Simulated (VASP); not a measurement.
Crystal: BeTe.

```xyz
2
Lattice="0.0000 2.7700 2.7700 2.7700 0.0000 2.7700 2.7700 2.7700 0.0000" Properties=species:S:1:pos:R:3 pbc="T T T"
Te    4.1550    4.1550    4.1550
Be    0.0000    0.0000    0.0000
```

| Item | Value |
| --- | --- |
| Program | VASP 6.6.1 |
| Task | relaxation of cell and atoms |
| Functional | PBE |
| Potentials or basis | VASP PAW PBE potentials, release 54 (Te, Be) |
| Cutoff | 580 eV |
| k mesh | 8 × 8 × 8 |
| Occupations | fermi-dirac, width 0.05 eV |
| Spin | no spin polarisation |

At the start: pressure 4.5 GPa; volume 21.25 Å³/atom.

How do energy, volume and symmetry change on relaxing?

Over 3 steps the energy falls by 19.8 meV/atom and the volume is 22.76 Å³/atom (+7.1 %); space group F-43m (No. 216, to 0.05 Å).

The path:
| step | energy change (eV) | largest force (eV/Å) | pressure (GPa) | volume (Å³) |
| --- | --- | --- | --- | --- |
| 1 | 0.0000 | 0.0000 | 4.45 | 42.51 |
| 2 | -0.0377 | 0.0000 | -0.85 | 46.25 |
| 3 | -0.0396 | 0.0000 | 0.01 | 45.52 |

Final structure:
```
Te Be
1.0
     0.00000    2.83396    2.83396
     2.83396    0.00000    2.83396
     2.83396    2.83396    0.00000
Te Be
1 1
Direct
  0.75000 0.75000 0.75000
  0.00000 0.00000 0.00000
```
